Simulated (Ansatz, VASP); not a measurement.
## Two plane-wave programs on CaF2

The input POSCAR:

```
CaF2
1.0
    0.0000000000      2.7101208311      2.7101208311
    2.7101208311      0.0000000000      2.7101208311
    2.7101208311      2.7101208311      0.0000000000
Ca F
1 2
Direct
    0.0000000000      0.0000000000      0.0000000000
    0.2500000000      0.2500000000      0.2500000000
    0.7500000000      0.7500000000      0.7500000000
```

INCAR.step1

```
SYSTEM = CaF2
PREC = Accurate
ENCUT = 520
ISMEAR = 0
SIGMA = 0.05
LREAL = .False.
LASPH = .True.
NELM = 100
NBANDS = 19
GGA = PE
ALGO = Normal
EDIFF = 1E-4
LWAVE = .True.
LCHARG = .False.
```

File INCAR.step2:

```
SYSTEM = CaF2
PREC = Accurate
ENCUT = 520
EDIFF = 1E-6
ISMEAR = 0
SIGMA = 0.05
LREAL = .False.
LASPH = .True.
NELM = 100
ALGO = Normal
ISIF = 2
LWAVE = .False.
LCHARG = .False.
METAGGA = R2SCAN
LMIXTAU = .True.
IVDW = 12
VDW_S6 = 1.0
VDW_S8 = 0.78981345
VDW_A1 = 0.49484001
VDW_A2 = 5.73083694
NBANDS = 19
ISTART = 1
```

File KPOINTS:

```
regular mesh
0
Gamma
  6 6 6
  0 0 0
```

Input for Ansatz:

```yaml
crystal:
  lattice:
    - [0.0, 2.7101208311, 2.7101208311]
    - [2.7101208311, 0.0, 2.7101208311]
    - [2.7101208311, 2.7101208311, 0.0]
  atoms:
    - { symbol: Ca, position: [0.0, 0.0, 0.0] }
    - { symbol: F, position: [0.25, 0.25, 0.25] }
    - { symbol: F, position: [0.75, 0.75, 0.75] }
basis:
  ecutwfc: 500
kpoints:
  mp_grid: { grid: [6, 6, 6] }
hamiltonian:
  xc: r2scan
  dispersion: d3bj
scf:
  occupations: { method: gaussian, width: 0.05 }
output:
  forces: true
  stress: true
  eigenvalues: true
```

The cell comes from a database or a generator and needn't be the stable form of this composition.

Alike in both runs: task single point; functional r2SCAN; dispersion D3(BJ); k mesh 6 × 6 × 6; occupations gaussian, width 0.05 eV; no spin polarisation.

|  | VASP | Ansatz |
| --- | --- | --- |
| version | VASP 6.6.1 | Ansatz 0.2.0 |
| potentials or method | VASP PAW PBE potentials, release 64 (Ca_sv, F) | scalar-relativistic, plane waves, PAW |
| plane-wave cutoff (eV) | 520 | 500 |
| valence electrons in the cell | 24 | 24 |

|  | VASP | Ansatz | Ansatz less VASP |
| --- | --- | --- | --- |
| gap on the k mesh at the Fermi level (eV) | 8.08 | 8.09 | +0.012 |
| least direct gap on the mesh (eV) | 8.35 | 8.36 | +0.012 |
| pressure (GPa) | 0.7 | 0.0 | -0.65 |

With one functional, cell and mesh, what is left measures potentials, basis and numerics. Ansatz warned: «dispersion_damping_borrowed».

Caveats: the PAW data sets were made with another functional, which shifts forces and pressure a little (VASP). r2SCAN opens gaps a little over a GGA but as a rule still falls short of measured ones. A k mesh can miss the band edges.
